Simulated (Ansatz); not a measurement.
## Strength of the C–C bond: C7H14 → C4H9 + C3H5

Species: C7H14 (1-heptene) `C=CCCCCC`, singlet; C4H9 (1-butyl radical) `[CH2]CCC`, doublet; C3H5 `[CH2]C=C`, doublet. 

Shapes, held fixed at every level: PBE0-D4/def2-TZVP. Flexible molecules stand in one conformer, not always the lowest. Programs: Ansatz 0.2.0. Electronic energies: no zero-point or thermal term.

(1) Estimate ΔE of this reaction.

## Answers

(1) B2PLYP/def2-TZVPP gives ΔE = +307.9 kJ/mol; the levels span +177.1 to +332.7. The median of the levels is +311.9. Hartree–Fock misses the correlation of the pair that is broken and comes out low. No measured value is set beside it here. Spin contamination: C3H5 (⟨S²⟩ up to 0.95). Open shells run unrestricted unless RO is named.

```json
{"level": "HF/def2-TZVPP", "kind": "Hartree–Fock", "ΔE (kJ/mol)": "+177.1"}
{"level": "PBE-D4/def2-TZVPP", "kind": "GGA", "ΔE (kJ/mol)": "+316.6"}
{"level": "r2SCAN-D4/def2-TZVPP", "kind": "meta-GGA", "ΔE (kJ/mol)": "+285.8"}
{"level": "B3LYP-D4/def2-TZVPP", "kind": "global hybrid", "ΔE (kJ/mol)": "+302.8"}
{"level": "PBE0-D4/def2-TZVPP", "kind": "global hybrid", "ΔE (kJ/mol)": "+316.0"}
{"level": "wB97M-V/def2-TZVPP", "kind": "range-separated hybrid", "ΔE (kJ/mol)": "+332.7"}
{"level": "wB97X-V/def2-TZVPP", "kind": "range-separated hybrid", "ΔE (kJ/mol)": "+331.7"}
{"level": "B2PLYP/def2-TZVPP", "kind": "double hybrid", "ΔE (kJ/mol)": "+307.9"}
```
